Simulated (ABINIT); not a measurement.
Runs of ABINIT 10.8.3 (patched build) on Sn. The structure is tetragonal, space group I4_1/amd (No. 141). The conventional cell has a = 5.880 Å, b = 5.880 Å, c = 3.199 Å, α = 90.00°, β = 90.00°, γ = 90.00°. Sn (site symmetry -4m2) is surrounded by 6 Sn at 3.05 to 3.20 Å. 

```tsv
task	level	potentials or basis	cell	k mesh	cutoff (eV)	smearing	bands in the sums	broadening (eV)	scissor shift (eV)	tensor components	cell freedom (optcell)	gap on the mesh (eV)	pressure (GPa)
optical spectrum	PBEsol	PseudoDojo NC SR PBEsol v0.4.1 standard	as given	16 × 16 × 16	871	methfessel-paxton 0.1 eV	20	0.05	0	[11, 33]	-	none	(a)
optical spectrum	PBEsol	PseudoDojo NC SR PBEsol v0.4.1 standard	as given	16 × 16 × 16	871	fermi-dirac 0.136 eV	22	0.15	0	[11, 33]	-	none	-2.6
single point	PBEsol	PseudoDojo NC SR PBEsol v0.4.1 standard	as given	7 × 7 × 7	871	fermi-dirac 0.05 eV	-	-	-	-	-	none	-2.8
relaxation of cell and atoms	LDA	PseudoDojo NC SR LDA v0.4.1 standard	relaxed	7 × 7 × 7	980	fermi-dirac 0.05 eV	-	-	-	-	2	none	0.0
```

Alike in all rows: no spin polarisation.

Problem. Estimate the missing entries.

Solution. (a) -2.7.

Caveats: the intraband (Drude) term is left out (some runs); spectra need much finer meshes, so this one isn't converged (some runs).

A k mesh can miss the band edges, and the runs leave out spin-orbit coupling on Sn.

A gap of «none» marks a metal or a gap under the smearing width.

Not every run made on this cell is shown here.
